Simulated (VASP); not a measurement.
A run of VASP 6.6.1:

The input INCAR:

```
SYSTEM = NiO
  PREC = Accurate
  ENCUT = 600
  EDIFF = 1E-6
  ISMEAR = -1
  SIGMA = 0.05
  LREAL = .False.
  LASPH = .True.
  NELM = 120
  ALGO = Fast
  ISIF = 3
  LWAVE = .False.
  LCHARG = .False.
  ISPIN = 2
  MAGMOM = 1 0
  LORBIT = 11
  LMAXMIX = 4
  GGA = B5
  ALDAX = 1.0
  AGGAX = 1.0
  AGGAC = 1.0
  ALDAC = 0.0
  IVDW = 13
  VDW_S6 = 1.0
  VDW_S8 = 2.34076671
  VDW_A1 = 0.44488865
  VDW_A2 = 4.0933009
  IBRION = 2
  NSW = 40
  EDIFFG = -0.005
```

The input KPOINTS:

```
Automatic mesh
0
Gamma
  11 11 11
  0 0 0
```

Contents of POSCAR:

```
NiO
1.0
    0.0000000000      2.0859016414      2.0859016414
    2.0859016414      0.0000000000      2.0859016414
    2.0859016414      2.0859016414      0.0000000000
Ni O
1 1
Direct
    0.0000000000      0.0000000000      0.0000000000
    0.5000000000      0.5000000000      0.5000000000
```

Potentials or basis: VASP PAW PBE potentials, release 64 (Ni, O).

Launch:

```sh
$ cat potpaw_PBE.64/Ni/POTCAR potpaw_PBE.64/O/POTCAR > POTCAR
$ mpirun -np 1 vasp_std > vasp.out
```

Hardware: 1 thread of Intel(R) Xeon(R) 6975P-C (Granite Rapids), on a shared host.

Estimate the wall time of this run.

Wall time 3.1 min on 1 thread of Intel(R) Xeon(R) 6975P-C (Granite Rapids) (shared host), peak memory 0.17 GiB. Counts: scf iterations 144, k points 56, ion steps 19.
